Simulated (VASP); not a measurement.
# MnS (R-3m) in VASP: further runs

The runs below take MnS through relaxation of cell and atoms, single point, with r2SCAN+D3(BJ), PBEsol, LDA.

Everything below comes from runs of VASP 6.6.1. Logs are shortened: lines on timing, memory, paths and dates and some standing lists are left out, and cuts for length are marked.

### 1 Starting point

The structure is trigonal, space group R-3m (No. 166). The conventional cell has a = 3.660 Å, b = 3.660 Å, c = 8.913 Å, α = 90.00°, β = 90.00°, γ = 120.00°. Mn (site symmetry -3m) has 6 S at 2.58 Å as nearest neighbours. Around S (site symmetry -3m) lie 6 Mn at 2.58 Å.

The cell is a database's computed one.

### 2 Relaxation of cell and atoms, r2SCAN+D3(BJ), collinear spin, ferromagnetic start

INCAR reads:

```
SYSTEM = MnS
PREC     = Accurate       ! precision mode
ENCUT    = 600            ! plane-wave cutoff, eV
EDIFF    = 1E-6           ! SCF threshold, eV
ISMEAR   = 0              ! smearing method
SIGMA    = 0.05           ! smearing width, eV
LREAL    = .False.        ! projectors in reciprocal space
LASPH    = .True.         ! aspherical terms in the spheres
NELM     = 100            ! most SCF steps
ALGO     = Normal         ! electronic algorithm
ISIF     = 3              ! what is computed and relaxed
LWAVE    = .False.        ! write WAVECAR
LCHARG   = .False.        ! write CHGCAR
ISPIN    = 2              ! spin polarisation
MAGMOM   = 4 0            ! initial moments
LORBIT   = 11             ! projections on sites
LMAXMIX  = 4              ! l up to which the mixer works
METAGGA  = R2SCAN         ! meta-GGA
LMIXTAU  = .True.       
IVDW     = 12             ! dispersion correction
VDW_S6   = 1.0          
VDW_S8   = 0.78981345   
VDW_A1   = 0.49484001   
VDW_A2   = 5.73083694   
IBRION   = 2              ! ionic algorithm
NSW      = 60             ! ionic steps
EDIFFG   = -0.02          ! ionic threshold
```

KPOINTS reads:

```
regular mesh
0
Gamma
  9 9 9
  0 0 0
```

POSCAR reads:

```
MnS
1.0
    1.8299960138      1.0565486912      2.9709202777
   -1.8299960138      1.0565486912      2.9709202777
    0.0000000000     -2.1130973823      2.9709202777
Mn S
1 1
Direct
    0.0000000000      0.0000000000      0.0000000000
    0.5000000000      0.5000000000      0.5000000000
```

Potentials or basis: VASP PAW PBE potentials, release 64 (Mn_pv, S).

Command:

```
$ cat potpaw_PBE.64/Mn_pv/POTCAR potpaw_PBE.64/S/POTCAR > POTCAR
$ mpirun -np 1 vasp_std > vasp.out
```

OUTCAR:

```text
SYSTEM = MnS
   PREC = Accurate
   ENCUT = 600
   EDIFF = 1E-6
   ISMEAR = 0
   LREAL = .False.
   LASPH = .True.
   NELM = 100
   ISIF = 3
   ISPIN = 2
   LORBIT = 11
   METAGGA = R2SCAN
   IVDW = 12
   IBRION = 2
   NSW = 60
   EDIFFG = -0.02
 IVDW          = 12

 ion  position               nearest neighbor table
   1  0.000  0.000  0.000-   2 2.58   2 2.58   2 2.58   2 2.58   2 2.58   2 2.58
   2  0.500  0.500  0.500-   1 2.58   1 2.58   1 2.58   1 2.58   1 2.58   1 2.58

  LATTYP: Found a trigonal (rhomboedric) cell.
 ALAT       =     3.6457575130
 COS(alpha) =     0.4960879726

  Lattice vectors:

 A1 = (   1.8299960138,   1.0565486912,   2.9709202777)
 A2 = (  -1.8299960138,   1.0565486912,   2.9709202777)
 A3 = (   0.0000000000,  -2.1130973823,   2.9709202777)

Analysis of symmetry for initial positions (statically):
=====================================================================
 Subroutine PRICEL returns:
 Original cell was already a primitive cell.

 Routine SETGRP: Setting up the symmetry group for a
 trigonal (rhombohedral) supercell.

 Subroutine GETGRP returns: Found 12 space group operations
 (whereof 12 operations were pure point group operations)
 out of a pool of 12 trial point group operations.

The static configuration has the point symmetry D_3d.

Analysis of symmetry for dynamics (positions and initial velocities):
=====================================================================
 Subroutine PRICEL returns:
 Original cell was already a primitive cell.

 Routine SETGRP: Setting up the symmetry group for a
 trigonal (rhombohedral) supercell.

 Subroutine GETGRP returns: Found 12 space group operations
 (whereof 12 operations were pure point group operations)
 out of a pool of 12 trial point group operations.

The dynamic configuration has the point symmetry D_3d.

Analysis of structural, dynamic, and magnetic symmetry:
=====================================================================
 Subroutine PRICEL returns:
 Original cell was already a primitive cell.

 Routine SETGRP: Setting up the symmetry group for a
 trigonal (rhombohedral) supercell.

 Subroutine GETGRP returns: Found 12 space group operations
 (whereof 12 operations were pure point group operations)
 out of a pool of 12 trial point group operations.

The overall configuration has the point symmetry D_3d.

 Subroutine INISYM returns: Found 12 space group operations
 (whereof 12 operations are pure point group operations),
 and found     1 'primitive' translations

----------------------------------------------------------------------------------------

                                     Primitive cell

  volume of cell :      34.4653

  direct lattice vectors                    reciprocal lattice vectors
     1.829996014  1.056548691  2.970920278     0.273224639  0.157746319  0.112198680
    -1.829996014  1.056548691  2.970920278    -0.273224639  0.157746319  0.112198680
     0.000000000 -2.113097382  2.970920278     0.000000000 -0.315492638  0.112198680

  length of vectors
     3.645757513  3.645757513  3.645757513     0.334849441  0.334849441  0.334849441

  position of ions in fractional coordinates (direct lattice)
     0.000000000  0.000000000  0.000000000
     0.500000000  0.500000000  0.500000000

  ion indices of the primitive-cell ions
   primitive index   ion index
                 1           1
                 2           2

----------------------------------------------------------------------------------------

 KPOINTS: regular mesh

Automatic generation of k-mesh.
 Grid dimensions read from file:
 generate k-points for:    9    9    9

 Generating k-lattice:

  Cartesian coordinates                     Fractional coordinates (reciprocal lattice)
     0.030358293  0.017527369  0.012466520     0.111111111  0.000000000  0.000000000
    -0.030358293  0.017527369  0.012466520     0.000000000  0.111111111  0.000000000
     0.000000000 -0.035054738  0.012466520     0.000000000  0.000000000  0.111111111

  Length of vectors
     0.037205493  0.037205493  0.037205493

  Shift w.r.t. Gamma in fractional coordinates (k-lattice)
     0.000000000  0.000000000  0.000000000

 Subroutine IBZKPT returns following result:
 ===========================================

 Found     85 irreducible k-points:

 Following reciprocal coordinates:
            Coordinates               Weight
  0.000000  0.000000  0.000000      1.000000
  0.111111 -0.000000 -0.000000      6.000000
  0.222222  0.000000 -0.000000      6.000000
  0.333333 -0.000000 -0.000000      6.000000
  0.444444  0.000000 -0.000000      6.000000
  0.111111  0.111111 -0.000000      6.000000
[... 16 lines left out ...]
 -0.333333  0.333333  0.000000      6.000000
  0.444444  0.444444 -0.000000      6.000000
 [... further k-points ...]
   k-points           NKPTS =     85   k-points in BZ     NKDIM =     85   number of bands    NBANDS=     15
   number of dos      NEDOS =    301   number of ions     NIONS =      2
   total plane-waves  NPLWV =  27000
   dimension x,y,z NGX =    30 NGY =   30 NGZ =   30
   dimension x,y,z NGXF=    60 NGYF=   60 NGZF=   60
   ions per type =               1   1
   NGX,Y,Z   is equivalent  to a cutoff of  13.68, 13.68, 13.68 a.u.
   NGXF,Y,Z  is equivalent  to a cutoff of  27.36, 27.36, 27.36 a.u.
 SYSTEM =  MnS
   PREC   = accura    normal or accurate (medium, high low for compatibility)
   ISTART =      0    job   : 0-new  1-cont  2-samecut
   ICHARG =      2    charge: 1-file 2-atom 10-const
   ISPIN  =      2    spin polarized calculation?
   LNONCOLLINEAR =      F non collinear calculations
   LSORBIT =      F    spin-orbit coupling
   LASPH  =      T    aspherical Exc in radial PAW
   ENCUT  =  600.0 eV  44.10 Ry    6.64 a.u.   7.28  7.28  7.28*2*pi/ulx,y,z
   NELM   =    100;   NELMIN=  2; NELMDL= -5     # of ELM steps
   EDIFF  = 0.1E-05   stopping-criterion for ELM
   LREAL  =      F    real-space projection
   EDIFFG = -.2E-01   stopping-criterion for IOM
   NSW    =     60    number of steps for IOM
   IBRION =      2    ionic relax: 0-MD 1-quasi-New 2-CG
   NFREE  =      1    steps in history (QN), initial steepest desc. (CG)
   ISIF   =      3    stress and relaxation
   ISYM   =      2    0-nonsym 1-usesym 2-fastsym
   POTIM  = 0.5000    time-step for ionic-motion
   TEBEG  =    0.0;   TEEND  =   0.0 temperature during run
   PSTRESS=    0.0 pullay stress
   NELECT =      19.0000    total number of electrons
   NUPDOWN=      -1.0000    fix difference up-down
   EMIN   =  10.00;   EMAX   =-10.00  energy-range for DOS
   EFERMI =   0.00;   METHOD = LEGACY
   ISMEAR =     0;   SIGMA  =   0.05  broadening in eV -4-tet -1-fermi 0-gaus
   EFERMI_NEDOS =   21; number of points for ismear=-14 and -15
   IALGO  =     38    algorithm
   IMIX   =      4    mixing-type and parameters
     AMIX     =   0.40;   BMIX     =  1.00
     AMIX_MAG =   1.60;   BMIX_MAG =  1.00
  volume/ion in A,a.u.               =      17.23       116.29
  Fermi-wavevector in a.u.,A,eV,Ry     =   1.342349  2.536672 24.516344  1.801900
  Thomas-Fermi vector in A             =   2.470510
   LORBIT       =     11    0 simple, 1 ext, 2 COOP (PROOUT), +10 PAW based schemes
   METAGGA = R2SCAN    functional components
   LHFCALC =     F    Hartree Fock is set to
   AEXX    =    0.0000 exact exchange contribution
   IVDW    =    12    specifies the selected vdW correction
   LEPSILON=     F    determine dielectric tensor
   LRPA    =     F    only Hartree local field effects (RPA)
 conjugate gradient relaxation of ions
 spin polarized calculation
 Gauss-broadening in eV      SIGMA  =   0.05
  energy-cutoff  :      600.00
  volume of cell :       34.47
 maximum number of plane-waves:      1173
 NGX is ok and might be reduce to    30
   NGX = 15   NGY = 15   NGZ = 15

--------------------------------------- Ionic step        1  -------------------------------------------

 number of electron      19.0000011 magnetization       4.9585121

 Free energy of the ion-electron system (eV)
  ---------------------------------------------------
  ext. energy  EPLUGINS =         0.00000000
  ---------------------------------------------------
  free energy    TOTEN  =       -24.86740950 eV

  energy without entropy =      -24.86637404  energy(sigma->0) =      -24.86689177

------------------------ aborting loop because EDIFF is reached ----------------------------------------

 Edisp (eV)   -0.39369

 E8    (eV) :    -0.1252

  FORCE on cell =-STRESS in cart. coord.  units (eV):
  Direction    XX          YY          ZZ          XY          YZ          ZX
  --------------------------------------------------------------------------------------
  -------------------------------------------------------------------------------------
  Total       0.09797     0.09797     0.21864    -0.00000     0.00000    -0.00000
  in kB       4.55409     4.55409    10.16388    -0.00000     0.00000    -0.00000
  external pressure =        6.42 kB  Pullay stress =        0.00 kB
[... 101 lines left out ...]
  energy  without entropy=      -25.2612124048  energy(sigma->0) =      -25.26150146

--------------------------------------- Ionic step        4  -------------------------------------------

 number of electron      19.0000011 magnetization       4.9789978

 Free energy of the ion-electron system (eV)
  ---------------------------------------------------
  ext. energy  EPLUGINS =         0.00000000
  ---------------------------------------------------
  free energy    TOTEN  =       -24.87254333 eV

  energy without entropy =      -24.87189355  energy(sigma->0) =      -24.87221844

 E-fermi :   6.8463     XC(G=0): -11.2897

 val. band max:        6.8188827605   @ k =   0.4444   0.0000  -0.0000
 cond. band min:       6.8688831066   @ k =   0.3333   0.3333  -0.0000
 fundamental gap:      0.0500003461
 Fermi energy:         6.8462904209

 spin component 1

 k-point     1 :       0.0000    0.0000    0.0000
  band No.  band energies     occupation
      1     -46.4469      1.00000
      2     -46.4462      1.00000
      3     -46.4462      1.00000
      4      -8.5454      1.00000
      5       2.7396      1.00000
      6       2.7396      1.00000
      7       2.7447      1.00000
      8       2.8179      1.00000
      9       2.8179      1.00000
     10       4.7229      1.00000
     11       4.7229      1.00000
     12       4.7462      1.00000
     13       9.0085      0.00000
     14      15.6329      0.00000
     15      15.6329      0.00000
[... 399 lines left out ...]
      1     -46.4537      1.00000
      2     -46.4497      1.00000
      3     -46.4493      1.00000
      4      -7.0753      1.00000
      5       0.5027      1.00000
      6       2.2838      1.00000
      7       2.9253      1.00000
      8       2.9411      1.00000
      9       3.0459      1.00000
     10       3.5135      1.00000
     11       3.5194      1.00000
     12       4.0264      1.00000
     13       7.9364      0.00000
     14      12.3967      0.00000
     15      17.4889      0.00000

 [... further k-points ...]

 spin component 2

 k-point     1 :       0.0000    0.0000    0.0000
  band No.  band energies     occupation
      1     -40.2039      1.00000
      2     -40.2034      1.00000
      3     -40.2034      1.00000
      4      -8.1764      1.00000
      5       5.0715      1.00000
      6       5.0715      1.00000
      7       5.0962      1.00000
      8       7.8759      0.00000
      9       7.8759      0.00000
     10       7.8882      0.00000
     11       7.8882      0.00000
     12       7.8904      0.00000
     13      10.5631      0.00000
     14      17.0832      0.00000
     15      17.0832      0.00000
[... 447 lines left out ...]
  FREE ENERGIE OF THE ION-ELECTRON SYSTEM (eV)
  ---------------------------------------------------
  free  energy   TOTEN  =       -25.2618655538 eV

  energy  without entropy=      -25.2612157704  energy(sigma->0) =      -25.26154066

 reached required accuracy - stopping structural energy minimisation

 total charge

# of ion       s       p       d       tot
------------------------------------------
    1        0.222   6.166   4.903  11.291
    2        1.310   2.485   0.000   3.795
--------------------------------------------------
tot          1.533   8.651   4.903  15.086

 magnetization (x)

# of ion       s       p       d       tot
------------------------------------------
    1        0.051   0.038   4.400   4.489
    2        0.030   0.112   0.000   0.142
--------------------------------------------------
tot          0.081   0.150   4.400   4.632
```

It took 21 min on 1 thread of Intel Xeon Platinum 8375C at 2.90GHz (Ice Lake), shared host; peak memory 0.27 GiB.

What came out:

```
Free energy                                           : -25.2619 eV
Relaxed volume                                        : 17.42 Å³/atom
Relaxed cell                                          : a = 3.663 Å, b = 3.663 Å, c = 3.663 Å, α = 60.12°, β = 60.12°, γ = 60.12°
Space group after relaxing (to 0.05 Å)                : Fm-3m (No. 225)
Energy gained by relaxing                             : 0.4 meV/atom
Ionic steps                                           : 4
Pressure after relaxing                               : 0.0 GPa
Band gap on the k mesh                                : none (metal or under the smearing width)
Net moment                                            : 4.98 μB per cell
Site moments                                          : Mn +4.49; S +0.14 μB
Valence electrons inside the program's atomic spheres : Mn 11.29; S 3.79
Dispersion energy per atom                            : -0.195 eV
```

The path:
```csv
step,energy change (eV),largest force (eV/Å),pressure (GPa),volume (Å³)
1,0.0000,0.0000,0.64,34.47
2,-0.0008,0.0000,0.02,34.81
3,-0.0007,0.0000,-0.22,34.92
4,-0.0008,0.0000,-0.04,34.84
```

Final structure:
```
CELL_PARAMETERS angstrom
1.83471 1.05927 2.98802
-1.83471 1.05927 2.98802
0.00000 -2.11855 2.98802
ATOMIC_POSITIONS crystal
Mn 0.00000 0.00000 0.00000
S 0.50000 0.50000 0.50000
```

Levels at points of the mesh, in eV from the Fermi level:
Spin up:
```tsv
k point	band 9	band 10	band 11	band 12	band 13	band 14	band 15
(0.00, 0.00, 0.00)	-4.03	-2.12	-2.12	-2.10	2.16	8.79	8.79
```
Spin down:
```
           k point  band 5  band 6  band 7  band 8  band 9  band 10
(0.00, 0.00, 0.00)   -1.77   -1.77   -1.75    1.03    1.03     1.04
```

Caveat: the PAW data sets were made with another functional, which shifts forces and pressure a little; a cell with one magnetic atom can't hold antiferromagnetic order, which such compounds often take; semilocal functionals often make such compounds metallic where correlation or magnetic order opens a gap, which also shifts bond lengths; pairwise dispersion overbinds metals, which lowers pressure and volume.

[end of part 1 of 3]
